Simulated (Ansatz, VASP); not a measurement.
# Two plane-wave programs on SiC

POSCAR

```
SiC
1.0
    0.0000000000      2.1740000000      2.1740000000
    2.1740000000      0.0000000000      2.1740000000
    2.1740000000      2.1740000000      0.0000000000
Si C
1 1
Direct
    0.0000000000      0.0000000000      0.0000000000
    0.8103725851      0.8103725851      0.6896274149
```

The input INCAR.step1:

```
SYSTEM = SiC
ALGO     = Normal         ! electronic algorithm
EDIFF    = 1E-4           ! SCF threshold, eV
ENCUT    = 520            ! plane-wave cutoff, eV
GGA      = PE             ! functional
ISMEAR   = 0              ! smearing method
LASPH    = .TRUE.         ! aspherical terms in the spheres
LCHARG   = .FALSE.        ! write CHGCAR
LREAL    = .FALSE.        ! projectors in reciprocal space
LWAVE    = .TRUE.         ! write WAVECAR
NBANDS   = 11             ! bands
NELM     = 100            ! most SCF steps
PREC     = Accurate       ! precision mode
SIGMA    = 0.05           ! smearing width, eV
```

The input INCAR.step2:

```
SYSTEM = SiC
ALGO     = Normal         ! electronic algorithm
EDIFF    = 1E-7           ! SCF threshold, eV
ENCUT    = 520            ! plane-wave cutoff, eV
ISIF     = 2              ! what is computed and relaxed
ISMEAR   = 0              ! smearing method
ISTART   = 1            
LASPH    = .TRUE.         ! aspherical terms in the spheres
LCHARG   = .TRUE.         ! write CHGCAR
LELF     = .TRUE.         ! ELF
LMIXTAU  = .TRUE.       
LREAL    = .FALSE.        ! projectors in reciprocal space
LVHAR    = .TRUE.       
LWAVE    = .FALSE.        ! write WAVECAR
METAGGA  = R2SCAN         ! meta-GGA
NBANDS   = 11             ! bands
NELM     = 100            ! most SCF steps
PREC     = Accurate       ! precision mode
SIGMA    = 0.05           ! smearing width, eV
```

The input KPOINTS:

```
k-points
0
G
  12 12 12
  0 0 0
```

Input for Ansatz:

```yaml
crystal:
  lattice:
    - [0.0, 2.174, 2.174]
    - [2.174, 0.0, 2.174]
    - [2.174, 2.174, 0.0]
  atoms:
    - { symbol: Si, position: [0.0, 0.0, 0.0] }
    - { symbol: C, position: [0.8103725851, 0.8103725851, 0.6896274149] }
basis:
  ecutwfc: 500
kpoints:
  mp_grid: { grid: [12, 12, 12] }
hamiltonian:
  xc: r2scan
scf:
  occupations: { method: gaussian, width: 0.05 }
output:
  forces: true
  stress: true
  eigenvalues: true
```

Change from the starting cell: all C atoms moved +0.263 Å, as atom 2 along Cartesian [0 0 1].

Alike in both runs: task single point; functional r2SCAN; k mesh 12 × 12 × 12; occupations gaussian, width 0.05 eV; no spin polarisation.

```csv
,VASP,Ansatz
version,VASP 6.6.1,Ansatz 0.2.0
potentials or method,"VASP PAW PBE potentials, release 64 (Si, C)","scalar-relativistic, plane waves, PAW"
plane-wave cutoff (eV),520,500
valence electrons in the cell,8,8
```

|  | VASP | Ansatz | Ansatz less VASP |
| --- | --- | --- | --- |
| gap on the k mesh at the Fermi level (eV) | 0.52 | 0.51 | -0.006 |
| least direct gap on the mesh (eV) | 4.45 | 4.44 | -0.014 |
| pressure (GPa) | 9.3 | 9.6 | +0.30 |
| largest component of the traceless stress (GPa) | 17.25 | 17.42 | +0.178 |
| rms of the force components (eV/Å) | 2.763 | 2.769 | +0.0067 |

Atom by atom the forces differ by 0.007 eV/Å (rms over components).

Caveats: the PAW data sets were made with another functional, which shifts forces and pressure a little (VASP). A k mesh can miss the band edges.
